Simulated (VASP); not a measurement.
# Lu (Im-3m) in VASP: single point with PBE

Aim: the single point of Lu with PBE.

Everything below comes from runs of VASP 6.6.1. Logs are shortened: lines on timing, memory, paths and dates and some standing lists are left out, and cuts for length are marked.

## (1) The crystal as given

It takes space group Im-3m (No. 229, cubic). Conventional cell: a = 3.896 Å, b = 3.896 Å, c = 3.896 Å, α = 90.00°, β = 90.00°, γ = 90.00°. Around Lu (site symmetry m-3m) lie 8 Lu at 3.37 Å.

The cell was built by a generator and needn't be a form met in nature.

## (2) Single point, PBE

The input, INCAR:

```
SYSTEM = Lu
ALGO     = Fast           ! electronic algorithm
EDIFF    = 1E-6           ! SCF threshold, eV
ENCUT    = 520            ! plane-wave cutoff, eV
GGA      = PE             ! functional
ISIF     = 2              ! what is computed and relaxed
ISMEAR   = 0              ! smearing method
LASPH    = .TRUE.         ! aspherical terms in the spheres
LCHARG   = .FALSE.        ! write CHGCAR
LREAL    = .FALSE.        ! projectors in reciprocal space
LWAVE    = .FALSE.        ! write WAVECAR
NBANDS   = 18             ! bands
NELM     = 100            ! most SCF steps
PREC     = Accurate       ! precision mode
SIGMA    = 0.05           ! smearing width, eV
```

The input, KPOINTS:

```
k-points
0
G
  16 16 16
  0 0 0
```

The input, POSCAR:

```
Lu
1.0
   -1.9478264935      1.9478264935      1.9478264935
    1.9478264935     -1.9478264935      1.9478264935
    1.9478264935      1.9478264935     -1.9478264935
Lu
1
Direct
    0.0000000000      0.0000000000      0.0000000000
```

Potentials or basis: VASP PAW PBE potentials, release 64 (Lu).

Run with:

```console
cat potpaw_PBE.64/Lu/POTCAR > POTCAR
mpirun -np 1 vasp_std > vasp.out
```

OUTCAR:

```text
SYSTEM = Lu
   EDIFF = 1E-6
   ENCUT = 520
   GGA = PE
   ISIF = 2
   ISMEAR = 0
   LASPH = .TRUE.
   LREAL = .FALSE.
   NELM = 100
   PREC = Accurate

 ion  position               nearest neighbor table
   1  0.000  0.000  0.000-

  LATTYP: Found a body centered cubic cell.
 ALAT       =     3.8956529870

  Lattice vectors:

 A1 = (  -1.9478264935,   1.9478264935,   1.9478264935)
 A2 = (   1.9478264935,  -1.9478264935,   1.9478264935)
 A3 = (   1.9478264935,   1.9478264935,  -1.9478264935)

Analysis of symmetry for initial positions (statically):
=====================================================================
 Subroutine PRICEL returns:
 Original cell was already a primitive cell.

 Routine SETGRP: Setting up the symmetry group for a
 body centered cubic supercell.

 Subroutine GETGRP returns: Found 48 space group operations
 (whereof 48 operations were pure point group operations)
 out of a pool of 48 trial point group operations.

The static configuration has the point symmetry O_h .

Analysis of symmetry for dynamics (positions and initial velocities):
=====================================================================
 Subroutine PRICEL returns:
 Original cell was already a primitive cell.

 Routine SETGRP: Setting up the symmetry group for a
 body centered cubic supercell.

 Subroutine GETGRP returns: Found 48 space group operations
 (whereof 48 operations were pure point group operations)
 out of a pool of 48 trial point group operations.

The dynamic configuration has the point symmetry O_h .

 Subroutine INISYM returns: Found 48 space group operations
 (whereof 48 operations are pure point group operations),
 and found     1 'primitive' translations

----------------------------------------------------------------------------------------

                                     Primitive cell

  volume of cell :      29.5604

  direct lattice vectors                    reciprocal lattice vectors
    -1.947826494  1.947826494  1.947826494     0.000000000  0.256696375  0.256696375
     1.947826494 -1.947826494  1.947826494     0.256696375  0.000000000  0.256696375
     1.947826494  1.947826494 -1.947826494     0.256696375  0.256696375  0.000000000

  length of vectors
     3.373734451  3.373734451  3.373734451     0.363023495  0.363023495  0.363023495

[... 74 lines left out ...]
   LSORBIT =      F    spin-orbit coupling
   LASPH  =      T    aspherical Exc in radial PAW
   ENCUT  =  520.0 eV  38.22 Ry    6.18 a.u.   6.27  6.27  6.27*2*pi/ulx,y,z
   NELM   =    100;   NELMIN=  2; NELMDL= -5     # of ELM steps
   EDIFF  = 0.1E-05   stopping-criterion for ELM
   LREAL  =      F    real-space projection
   EDIFFG = 0.1E-04   stopping-criterion for IOM
   NSW    =      0    number of steps for IOM
   IBRION =     -1    ionic relax: 0-MD 1-quasi-New 2-CG
   NFREE  =      0    steps in history (QN), initial steepest desc. (CG)
   ISIF   =      2    stress and relaxation
   ISYM   =      2    0-nonsym 1-usesym 2-fastsym
   POTIM  = 0.5000    time-step for ionic-motion
   TEBEG  =    0.0;   TEEND  =   0.0 temperature during run
   PSTRESS=    0.0 pullay stress
   NELECT =      25.0000    total number of electrons
   NUPDOWN=      -1.0000    fix difference up-down
   EMIN   =  10.00;   EMAX   =-10.00  energy-range for DOS
   EFERMI =   0.00;   METHOD = LEGACY
   ISMEAR =     0;   SIGMA  =   0.05  broadening in eV -4-tet -1-fermi 0-gaus
   EFERMI_NEDOS =   21; number of points for ismear=-14 and -15
   IALGO  =     68    algorithm
   IMIX   =      4    mixing-type and parameters
     AMIX     =   0.40;   BMIX     =  1.00
     AMIX_MAG =   1.60;   BMIX_MAG =  1.00
  volume/ion in A,a.u.               =      29.56       199.48
  Fermi-wavevector in a.u.,A,eV,Ry     =   1.548167  2.925612 32.610745  2.396822
  Thomas-Fermi vector in A             =   2.653156
   LORBIT       =      0    0 simple, 1 ext, 2 COOP (PROOUT), +10 PAW based schemes
   GGA     = PE    functional components
   LHFCALC =     F    Hartree Fock is set to
   AEXX    =    0.0000 exact exchange contribution
   IVDW    =     0    specifies the selected vdW correction
   LEPSILON=     F    determine dielectric tensor
   LRPA    =     F    only Hartree local field effects (RPA)
 non-spin polarized calculation
 RMM-DIIS sequential band-by-band and
 Gauss-broadening in eV      SIGMA  =   0.05
  energy-cutoff  :      520.00
  volume of cell :       29.56
 maximum number of plane-waves:       811
 NGX is ok and might be reduce to    28
   NGX = 13   NGY = 13   NGZ = 13

 number of electron      24.9999993 magnetization

 Free energy of the ion-electron system (eV)
  ---------------------------------------------------
  ext. energy  EPLUGINS =         0.00000000
  ---------------------------------------------------
  free energy    TOTEN  =        -4.38116597 eV

  energy without entropy =       -4.37759259  energy(sigma->0) =       -4.37937928

 E-fermi :   2.3155     XC(G=0): -10.6021

 val. band max:        2.3098678317   @ k =  -0.3750   0.3750   0.1875
 cond. band min:       2.3264798858   @ k =  -0.4375  -0.4375   0.0625
 fundamental gap:      0.0166120541
 Fermi energy:         2.3154646895

 k-point     1 :       0.0000    0.0000    0.0000
  band No.  band energies     occupation
      1     -54.1213      2.00000
      2     -24.5475      2.00000
      3     -24.5475      2.00000
      4     -24.5475      2.00000
      5      -3.8046      2.00000
      6      -2.8752      2.00000
[... 481 lines left out ...]
      5      -2.8526      2.00000
      6      -2.8504      2.00000
[... 10 lines left out ...]
     17       8.2016      0.00000
     18      11.2180      0.00000

 [... further k-points ...]

------------------------ aborting loop because EDIFF is reached ----------------------------------------

  FORCE on cell =-STRESS in cart. coord.  units (eV):
  Direction    XX          YY          ZZ          XY          YZ          ZX
  --------------------------------------------------------------------------------------
  -------------------------------------------------------------------------------------
  Total        0.0287545      0.0287545      0.0287545      0.0000000      0.0000000      0.0000000
  in kB        1.5584932      1.5584932      1.5584932      0.0000000      0.0000000      0.0000000
  external PRESSURE =       1.5584932 kB  Pullay stress =       0.0000000 kB

 VOLUME and BASIS-vectors are now :
 -----------------------------------------------------------------------------
  energy-cutoff  :      520.00
  volume of cell :       29.56
      direct lattice vectors                 reciprocal lattice vectors
    -1.947826494  1.947826494  1.947826494     0.000000000  0.256696375  0.256696375
     1.947826494 -1.947826494  1.947826494     0.256696375  0.000000000  0.256696375
     1.947826494  1.947826494 -1.947826494     0.256696375  0.256696375  0.000000000

 POSITION                                       TOTAL-FORCE (eV/Angst)
 -----------------------------------------------------------------------------------
      0.00000      0.00000      0.00000         0.000000     -0.000000     -0.000000
 -----------------------------------------------------------------------------------
    total drift:                                0.000000     -0.000000     -0.000000

  FREE ENERGIE OF THE ION-ELECTRON SYSTEM (eV)
  ---------------------------------------------------
  free  energy   TOTEN  =        -4.3811659735 eV

  energy  without entropy=       -4.3775925921  energy(sigma->0) =       -4.37937928
```

stdout:

```text
POSCAR found type information on POSCAR Lu
 POSCAR found :  1 types and       1 ions
 scaLAPACK will be used
 LDA part: xc-table for (Slater+PW92), standard interpolation
 POSCAR, INCAR and KPOINTS ok, starting setup
 FFT: planning ... GRIDC
 FFT: planning ... GRID_SOFT
 FFT: planning ... GRID
 WAVECAR not read
 entering main loop
WARNING in EDDRMM: call to ZHEGV failed, returncode =   8  4     10
```

Wall time 63 s (1 thread of Intel Xeon 6975P-C (Granite Rapids), shared host); peak memory 0.22 GiB.

Results:

| Quantity | Value |
| --- | --- |
| Free energy | -4.3812 eV |
| Pressure | 0.2 GPa |
| Band gap on the k mesh | none (metal or under the smearing width) |

The run has no spin-orbit coupling, so splittings on Lu are missing.
